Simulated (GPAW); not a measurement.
Runs of GPAW 26.7.0 on Sb. The structure is trigonal, space group R-3m (No. 166). Conventional cell: a = 4.308 Å, b = 4.308 Å, c = 11.274 Å, α = 90.00°, β = 90.00°, γ = 120.00°. Sb (site symmetry 3m) has 3 Sb at 2.91 Å as nearest neighbours. 

```csv
task,level,potentials or basis,spin,cell,k mesh,cutoff (eV),maxiter,band path,band points,spin axis theta (degrees),spin axis phi (degrees),mesh quality,gap on the mesh (eV),pressure (GPa),largest force (eV/Å)
band structure,PBEsol,"PAW data sets generated in the run's folder for this functional, pw","SOC, no magnetisation",as given,5 × 5 × 5,600,150,"GLB1,BZGX,QFP1Z,LP",60,0,0,not flagged,0.27,-0.4,0.04
band structure,RPBE,"the program's PAW data sets (release 1.2.1) made for this functional, pw","SOC, no magnetisation",as given,5 × 5 × 5,600,150,"GLB1,BZGX,QFP1Z,LP",100,0,0,not flagged,0.27,3.7,0.06
one-shot levels of the hybrid HSE06,LDA,"the program's PAW data sets (release 1.2.1) made for this functional, pw",off,as given,3 × 3 × 3,500,150,-,-,-,-,coarse,1.33,(c),0.28
single point,PBE,"GPAW PAW data sets (gpaw-data 1.2.1), pw",off,as given,6 × 6 × 6,450,120,-,-,-,-,not flagged,none,(a),0.06
relaxation of cell and atoms,LDA,"the program's PAW data sets (release 1.2.1) made for this functional, pw",off,relaxed,5 × 5 × 5,600,150,-,-,-,-,not flagged,(b),0.0,-
```

Alike in all rows: smearing fermi-dirac 0.05 eV.

Task: Estimate the missing entries.

Result: (a) 0.9; (b) 0.45; (c) -1.4.

Caveats: some runs use coarse meshes; spin-orbit coupling was added after a scalar SCF, so levels and gaps hold it while energy, forces, pressure and moments don't (some runs); this program's spin-orbit splittings come out too wide for heavy elements (some runs); the mesh misses the band edges, which the band path finds closer together (some runs); the cutoff is short for stress and forces, so pressures can be off by a GPa or more (some runs); spin-orbit coupling is left out, which moves the levels of the heavy elements (some runs); an odd mesh through Γ misses points on the zone boundary, where band edges often lie (some runs); energy and the plain gap are those of the semilocal run (some runs).

A k mesh can miss the band edges, and rows without SOC leave out spin-orbit coupling on Sb.

A gap of «none» marks a metal or a gap under the smearing width.
